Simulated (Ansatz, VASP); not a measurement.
**Two plane-wave programs on RbBr**

```
Rb Br
1.0
     4.12608    0.00000    0.00000
     0.00000    4.12608    0.00000
     0.00000    0.00000    4.12608
Rb Br
1 1
Direct
  0.00000 0.00000 0.00000
  0.50000 0.50000 0.50000
```

The cell comes from a database or a generator and needn't be the stable form of this composition.

Alike in both runs: task relaxation of cell and atoms; functional r2SCAN; k mesh 6 × 6 × 6; occupations gaussian, width 0.02 eV; no spin polarisation.

|  | VASP | Ansatz |
| --- | --- | --- |
| version | VASP 6.6.1 | Ansatz 0.2.0 |
| potentials or method | VASP PAW PBE potentials, release 64 (Rb_sv, Br) | scalar-relativistic, plane waves, PAW |
| plane-wave cutoff (eV) | 600 | 500 |
| valence electrons in the cell | 16 | 16 |

|  | VASP | Ansatz | Ansatz less VASP |
| --- | --- | --- | --- |
| gap on the k mesh at the Fermi level, each at its own relaxed structure (eV) | 4.82 | 4.83 | +0.007 |
| relaxed volume (Å³/atom) | 35.22 | 35.12 | -0.094 |
| relaxed cell length with the largest relative difference (Å) | 4.130 | 4.126 | -0.0037 |

Caveats: the PAW data sets were made with another functional, which shifts forces and pressure a little (VASP). r2SCAN opens gaps a little over a GGA but as a rule still falls short of measured ones. A k mesh can miss the band edges.
